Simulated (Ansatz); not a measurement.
Fcc Sb (111), 5 layers, DFT, PBE, PAW with Ansatz's default frozen-core files, scalar-relativistic (Ansatz 0.2.0), on 2 threads of Intel(R) Xeon(R) Platinum 8488C (Sapphire Rapids) (shared host).

Command: `ansatz run input.yaml --threads 2 --pin off --max-ram 4096MiB --backend cpu --events-out ev --progress --plain --runs-dir out`

```yaml
crystal:
  lattice:
    - [3.3888387686, 0.0, 0.0]
    - [-1.6944193843, 2.934820463, 0.0]
    - [0.0, 0.0, 27.0679]
  atoms:
    - { symbol: Sb, position: [0.833333333, 0.166666667, 0.2955530156] }
    - { symbol: Sb, position: [0.166666667, 0.833333333, 0.3977765075] }
    - { symbol: Sb, position: [0.5, 0.5, 0.5] }
    - { symbol: Sb, position: [0.833333333, 0.166666667, 0.6022234925] }
    - { symbol: Sb, position: [0.166666667, 0.833333333, 0.7044469844] }
kpoints:
  mp_grid: { grid: [11, 11, 1] }
scf:
  occupations: { method: fermi_dirac, width: 0.1 }
hamiltonian:
  xc: pbe
  pseudopotentials: { kind: paw }
output:
  forces: true
  stress: true
  eigenvalues: true
  write_density: true
  write_potential: true
  elf: true
  volumetric_format: npy
relax:
  f_tol: 0.01
  max_steps: 40
efield:
  axis: 3
  amplitude: 0
  dipole_correction: true
```

Problem. How large is the problem that the program sets up?

Solution. 16 irreducible k-points, 5311 plane waves at Γ, 45 bands.

Problem. About how long does it take, and how much memory?

Solution. 24 s of wall time for 19 SCF iterations over 3 geometries, with a peak of 0.6 GiB. Times on shared machines scatter by tens of per cent.
